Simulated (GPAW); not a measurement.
Runs of GPAW 26.7.0 on Be. The structure is cubic, space group Im-3m (No. 229). The conventional cell has a = 2.506 Å, b = 2.506 Å, c = 2.506 Å, α = 90.00°, β = 90.00°, γ = 90.00°. Be (site symmetry m-3m) has 8 Be at 2.17 Å as nearest neighbours. This isn't the form of Be at room conditions, which is hcp.

```tsv
task	level	potentials or basis	cell	smearing	band path	band points	gap on the mesh (eV)	pressure (GPa)
single point	PBE	GPAW PAW data sets (gpaw-data 1.2.1), pw	as given	gaussian 0.05 eV	-	-	none	0.8
single point	PBE	GPAW PAW data sets (gpaw-data 1.2.1), pw	as given	gaussian 0.02 eV	-	-	none	0.8
band structure	revPBE	the program's PAW data sets (release 1.2.1) made for this functional, pw	volume scaled by 1.25	fermi-dirac 0.1 eV	GHNGPH,PN	60	-	-16.1
single point	PBEsol	PAW data sets generated in the run's folder for this functional, pw	as given	gaussian 0.1 eV	-	-	none	(a)
single point	PBE	GPAW PAW data sets (gpaw-data 1.2.1), pw	as given	improved-tetrahedron-method	-	-	none	0.8
```

Alike in all rows: no spin polarisation; k mesh 15 × 15 × 15; cutoff (eV) 800.

Problem. Estimate the missing entries.

Solution. (a) -2.0.

Caveats: so large a pressure means that the cell lies far from this level's equilibrium, or that cutoff or potentials fall short (some runs).

A gap of «none» marks a metal or a gap under the smearing width.
